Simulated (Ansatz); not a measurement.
GaP at -1.3 GPa: from Born charge to LO–TO splitting and polaron coupling

Computed with DFT PBEsol, scalar-relativistic, plane waves, PAW in Ansatz. Plane waves to 420 eV; Γ-centred k mesh 8×8×8; fixed occupations. No spin polarisation. Phonons by linear response, acoustic sum rule imposed.

The cell is fixed (symmetry leaves no force on the atoms) and stands under -1.3 GPa:
```
CELL_PARAMETERS angstrom
0.00000 2.73390 2.73390
2.73390 0.00000 2.73390
2.73390 2.73390 0.00000
ATOMIC_POSITIONS crystal
Ga 0.00000 0.00000 0.00000
P 0.25000 0.25000 0.25000
```

The cell is the ideal cubic zincblende prototype. The run warned that the force constants aren't converged on this k mesh, so the frequencies and all that is formed from them are rough.

Linear response gives ν_TO = 350.1 cm⁻¹, Born charges ±2.137 e (positive on Ga) and ε∞ = 10.763. The primitive cell holds 40.867 Å³, and the masses are 69.723 and 30.974 amu.

**Question.** Find ν_LO and the static dielectric constant.

**Answer.** The long-wave field adds a restoring force: ω_LO² − ω_TO² = Z*²e²/(ε_vac ε∞ μV). In these units ν_LO² − ν_TO² = 4.92064×10⁷ Z*²/(μ V ε∞) cm⁻², with μ = m₁m₂/(m₁ + m₂) = 21.446 amu: 23817 cm⁻². So ν_LO = √(350.1² + 23817) = 382.6 cm⁻¹, and the run gives 382.6. Lyddane–Sachs–Teller then gives ε0 = ε∞ (ν_LO/ν_TO)² = 12.85, against 12.85 in the run (it forms both from the same three quantities, so the match checks the arithmetic only). Between ν_TO and ν_LO the dielectric function is negative and an undamped crystal reflects fully: a reststrahlen band from 26.1 to 28.6 μm.

**Question.** What do the Clausius–Mossotti polarisability and the Szigeti charge come to?

**Answer.** With the Lorentz local field, α = (3V/4π)(ε∞ − 1)/(ε∞ + 2) = 7.46 Å³ for the pair, and e_S = 3Z*/(ε∞ + 2) = 0.50 e. The Born charge includes the electrons' response to the dipole's own local field, and e_S takes that enhancement out. The Lorentz field assumes point-like polarisable ions, a poor picture once ε∞ is this large, since the electron clouds then overlap or are shared, so both numbers are formal here.

**Question.** How strongly does a slow electron couple to the LO mode?

**Answer.** For one isotropic parabolic band, Fröhlich's constant is α_F = (1/ε∞ − 1/ε0) √(m* Ry/ħω_LO), with Ry = 13.606 eV, ħω_LO = 47.4 meV and m* in free-electron masses: α_F = 0.0151 × 16.94 × √m* = 0.26 √m*. The band mass isn't part of this run; for m* = 0.1, 0.3 and 1 it gives 0.08, 0.14, 0.26. In weak coupling the polaron lies α_F ħω_LO below the band edge (7 meV at m* = 0.3) with a mass m*(1 + α_F/6); past α_F of about 5 or 6 that expansion fails. A semilocal functional's ε∞ tends to be too large, which taken alone lowers α_F.

Cost: 1 run of about 0.4 core-minutes, on Intel Xeon 6975P-C (Granite Rapids) (shared hosts).

GaP comes out as a polar but predominantly covalent semiconductor. The Born charge of ±2.137 e isn't a static ionic charge: it includes the electron density that shifts along the sp³ bonds as the sublattices move against each other. The field set up by this motion is strongly screened by the easily polarised valence electrons, so the LO–TO splitting stays modest despite the sizeable charge. The lattice raises the dielectric constant from 10.763 to 12.85, an addition set by the Born charge, the reduced mass, the cell volume and the TO frequency rather than by that screening. Fröhlich coupling is weak for all three trial masses.

Both phonon frequencies lie below the well-known ambient values. Bond softening in the stretched cell is a plausible cause, but the incomplete k-point convergence could contribute as well, so the shift can't be read as a pure pressure effect.

The polaron estimate suggests large, weakly bound polarons rather than self-trapping by the polar mode. It doesn't determine electron mobility, since the conduction valleys of GaP are anisotropic and lie away from Γ, where intervalley and deformation-potential scattering also matter.
